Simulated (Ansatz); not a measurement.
BP:

```
CELL_PARAMETERS angstrom
0.00000 2.26900 2.26900
2.26900 0.00000 2.26900
2.26900 2.26900 0.00000
ATOMIC_POSITIONS crystal
P 0.75000 0.75000 0.75000
B 0.00000 0.00000 0.00000
```

A run of Ansatz 0.2.0 on this cell left the log below. Logs are shortened: lines on timing, memory, paths and dates and some standing lists are left out, and cuts for length are marked.

```text
Warning: RAYON_NUM_THREADS=1 ignored (pool sized by the plan → 1); use --threads N
LAPW: plane waves up to 8.568 Å⁻¹, error target 1.0e-3 eV per atom; small_component_spin mean_spin; B in spheres of 0.908 Å, 5 of its electrons in bands, Dirac shells []; P in spheres of 1.057 Å, 13 of its electrons in bands, Dirac shells [] (how accurate: hamiltonian.pseudopotentials.lapw.basis_error, Limitations)
Engine: ansatz 0.2.0, aarch64-unknown-linux-gnu
Pseudopotentials: kind: all_electron
Pseudopotential: P, LAPW, valence charge 13, lapw/all_electron/scalar/gaussian/P, Koelling and Harmon's equation, gaussian nucleus
Pseudopotential: B, LAPW, valence charge 5, lapw/all_electron/scalar/gaussian/B, Koelling and Harmon's equation, gaussian nucleus
Functional definition: RPBE
  parameter kappa = 0.804
  parameter beta = 0.06672455060314922
  exchange = rpbe_x(kappa = kappa, mu = beta*pi^2/3)
  correlation = pbe_c(beta = beta)
Crystal: 2 atoms, lattice volume = 23.363 Å³
Basis set: ecut = 279.7063355669009 eV, 259 PW (Γ), exchange–correlation at level 2
Bands: 13, of which v1, the nominal top of the filled ones, is band 9 counted from 1 (8 counted from 0)
Symmetry: 24 space group operations
Space group: F-43m (ITA 216), of the structure as read, at distance tolerance 2.9e-5 Å
k-points: 47 of 1000 (time reversal used)
Non-local potential: P, projectors of the file, none
Non-local potential: B, projectors of the file, none
Initial density: superposition of atomic densities (chi_scale 0.1, normalization cell, long waves kept (reshape's long-wave potential 0.00 eV rms))
Initial wavefunctions: plane waves of lowest kinetic energy (no species holds an atomic orbital)
Functional: x = rpbe, c = pbe(β = 0.06672455060314922)
iter 1 solved again at ethr=1.04e-2 eV; its pass at ethr=1.00e-1 eV (dr2=1.87e0 eV) is discarded
SCF iter   1: F=—  HF=-9990.957466 eV  |F-HF|=—  |Δ(HF+E_count)|=         —  Δρ=8.47e-2  dr2=1.87e0  ethr=1.04e-2  ⟨swp⟩=2.0  Hψ=4524  notcnv=0
preconditioner: auto → none  [insulator: Δε(μ)=1.889 eV  Ē_g=12.952 eV  σ=0.050 eV  W_gap=1.00  n_scr=8 (ndim 8)  ℏωp=21.7 eV  f_vac=0.000  D(μ)=0.00/eV (n_scr^D=0)  ε∞_Penn≈3.8]
iter 2 solved again at ethr=8.29e-4 eV; its pass at ethr=1.04e-2 eV (dr2=1.49e-1 eV) is discarded
SCF iter   2: F=—  HF=-9990.362677 eV  |F-HF|=—  |Δ(HF+E_count)|=   5.95e-1  Δρ=2.75e-2  dr2=1.49e-1  ethr=8.29e-4  ⟨swp⟩=2.0  Hψ=3191  notcnv=0
SCF iter   3: F=—  HF=-9990.332590 eV  |F-HF|=—  |Δ(HF+E_count)|=         —  Δρ=1.11e-2  dr2=2.13e-2  ethr=8.29e-4  ⟨swp⟩=2.0  Hψ=1684  notcnv=0
the basis was enlarged: its passes take 160.3 KiB over the memory plan, 1 of 1 planned eigensolver slots
SCF iter   4: F=—  HF=-9990.331591 eV  |F-HF|=—  |Δ(HF+E_count)|=   9.99e-4  Δρ=1.23e-3  dr2=1.72e-4  ethr=1.18e-4  ⟨swp⟩=2.4  Hψ=1713  notcnv=0
SCF iter   5: F=—  HF=-9990.331806 eV  |F-HF|=—  |Δ(HF+E_count)|=   2.15e-4  Δρ=1.62e-4  dr2=3.31e-6  ethr=9.55e-7  ⟨swp⟩=3.0  Hψ=1654  notcnv=0
SCF iter   6: F=-9990.331816 eV  HF=-9990.331816 eV  |F-HF|=2.71e-7  |Δ(HF+E_count)|=   9.67e-6  Δρ=2.24e-5  dr2=7.83e-8  ethr=1.84e-8  ⟨swp⟩=3.0  Hψ=1684  notcnv=0
SCF 1 converged in 6 iterations: F = -9990.331816 eV  dr2 = 7.83e-8
NSCF: frozen V_eff on 85 k-points
SCF converged after 6 iterations
Free energy (F): -9990.331816 eV
Harris-Foulkes:  -9990.331816 eV  (|F-HF|=2.71e-7)
Internal energy: -9990.331816 eV  (E = F + TS)
E sigma→0 (E₀):  -9990.331816 eV
Entropy (-TS):   -0.000000 eV (-0.000 meV/atom)
Fermi energy:    10.909185 eV
--- Per-component energies (eV) ---
  E_band       = -1263.791897
  E_kinetic    = 10021.750664
  E_xc         = -748.252208
  E_electrostatic = -19263.830271  (all electrons and nuclei)
  E_smearing   = -0.000000  (= −TS)
  E_closure    = 0.000000  (closes the sum)
  E_atoms      = -9978.183151  (free atoms, spherical and without spin; not in F)
  Σ components = -9990.331816   (vs F -9990.331816, Δ=0.00e0)
  Basis errors (estimates in eV, not in F): energy 6.5e-4 per atom: plane waves 6.1e-4 (3.7e-4 summed), levels above the bands 2.0e-78, relativity 5.7e-9, radial functions 3.8e-5, core shells 2.0e-13; eigenvalues (radial functions only) 3.1e-6; not estimated: angular momenta, meshes, grids; target (lapw.basis_error) 1.0e-3; muffin-tin radii B 0.908 Å, P 1.057 Å
--- Forces (eV/Å), atoms counted from 1 ---
  atom   1  P      0.00000000    -0.00000000    -0.00000000
  atom   2  B     -0.00000000     0.00000000     0.00000000
  max |Σ_I F_I| component: 0.00e0 eV/Å
--- Stress (GPa, compression-positive) ---
        3.913653       0.000000      -0.000000
        0.000000       3.913653       0.000000
       -0.000000       0.000000       3.913653
  P = ⅓ Tr σ = 3.9137 GPa (39.137 kbar)
--- Band table (eV; the first three rows and the last of 47) ---
  k-point 0: bands = ["-163.0390", "-158.3005", "-108.5712", "-108.5712", "-108.5712", "-5.1865", "10.2935", "10.2935", "10.2935", "13.7019", "13.7019", "13.7019", "17.7161"]
  k-point 1: bands = ["-163.0390", "-158.3005", "-108.5712", "-108.5712", "-108.5712", "-5.0062", "8.9890", "9.9981", "9.9981", "14.1106", "14.1106", "14.1459", "18.2394"]
  k-point 2: bands = ["-163.0390", "-158.3005", "-108.5713", "-108.5712", "-108.5712", "-4.4723", "6.6443", "9.4377", "9.4377", "14.3498", "14.8308", "14.8308", "19.4290"]
  k-point 46: bands = ["-163.0390", "-158.3005", "-108.5713", "-108.5713", "-108.5713", "-0.0736", "2.1235", "4.7661", "4.9400", "14.9280", "15.7455", "18.5398", "19.0138"]
```

Task: Write the input and the command behind it.

Result: Band structure with RPBE, no spin polarisation. The files as run (others can give the same):

input.yaml
```yaml
crystal:
  lattice:
    - [0.0, 2.269, 2.269]
    - [2.269, 0.0, 2.269]
    - [2.269, 2.269, 0.0]
  atoms:
    - { symbol: P, position: [0.75, 0.75, 0.75] }
    - { symbol: B, position: [0.0, 0.0, 0.0] }
kpoints:
  mp_grid: { grid: [10, 10, 10] }
  band_path:
    path:
      - [0.0, 0.0, 0.0]
      - [0.5, 0.0, 0.5]
      - [0.5, 0.25, 0.75]
      - [0.375, 0.375, 0.75]
      - [0.0, 0.0, 0.0]
      - [0.5, 0.5, 0.5]
      - [0.625, 0.25, 0.625]
      - [0.5, 0.25, 0.75]
    npoints: 12
scf:
  occupations: { method: fermi_dirac, width: 0.05 }
hamiltonian:
  xc: rpbe
  pseudopotentials: { kind: all_electron, lapw: { basis_error: 0.001 } }
output:
  forces: true
  stress: true
  eigenvalues: true
```

Potentials or basis: all-electron LAPW, scalar-relativistic.
Run with:
```sh
$ ansatz run input.yaml --threads 1 --pin off --max-ram 3072MiB --backend cpu --events-out ev --progress --plain --runs-dir out
```
